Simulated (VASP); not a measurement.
Wanted: the native input for a VASP 6.6.1 run.

| Quantity | Value |
| --- | --- |
| Task | relaxation of shape and atoms at fixed volume |
| Functional | PBEsol |
| Potentials or basis | VASP PAW PBE potentials, release 64 (Zn, O) |
| Cutoff | 600 eV |
| k mesh | 9 × 9 × 5 |
| Occupations | gaussian, width 0.03 eV |
| Spin | no spin polarisation |
| Further INCAR settings | ALGO = Fast; EDIFF = 1e-07; IBRION = 2; EDIFFG = -0.01; NSW = 40; ISIF = 4 |

The structure of ZnO (zincite) lies in POSCAR:

```
ZnO                                     
1.0
    3.3002428255      0.0000000000      0.0000000000
   -1.6501214127      2.8580941255      0.0000000000
    0.0000000000      0.0000000000      5.3263173322
  Zn              O             
     2     2
Direct
     0.3333333332999970    0.6666666667000030    0.4999835655487185
     0.6666666667000030    0.3333333332999970    0.9999835655487185
     0.6666666667000030    0.3333333332999970    0.3790264344512824
     0.3333333332999970    0.6666666667000030    0.8790264344512825
```

The cell isn't the ideal one: a relaxed cell with its volume scaled by 1.06.

The input as run:

INCAR

```
SYSTEM = ZnO
PREC = Accurate ; ENCUT = 600
EDIFF = 1E-7 ; ISMEAR = 0
SIGMA = 0.03 ; LREAL = .FALSE.
LASPH = .TRUE. ; NELM = 80
ALGO = Fast ; ISIF = 4
LWAVE = .FALSE. ; LCHARG = .FALSE.
GGA = PS ; IBRION = 2
NSW = 40 ; EDIFFG = -0.01
```

KPOINTS

```
regular mesh
0
G
  9 9 5
  0 0 0
```

Potentials or basis: VASP PAW PBE potentials, release 64 (Zn, O).

Launch:

```console
$ cat potpaw_PBE.64/Zn/POTCAR potpaw_PBE.64/O/POTCAR > POTCAR
$ mpirun -np 1 vasp_std > vasp.out
```

It gave:

| Item | Value |
| --- | --- |
| Pressure after relaxing | -7.5 GPa |
| Band gap on the k mesh | 0.60 eV, direct |

Caveat: the relaxation stopped at its first step, so nothing moved; the PAW data sets were made with another functional, which shifts forces and pressure a little.

It took 28 s on 1 thread of Intel(R) Xeon(R) 6975P-C (Granite Rapids), on a shared host, peak memory 0.21 GiB.
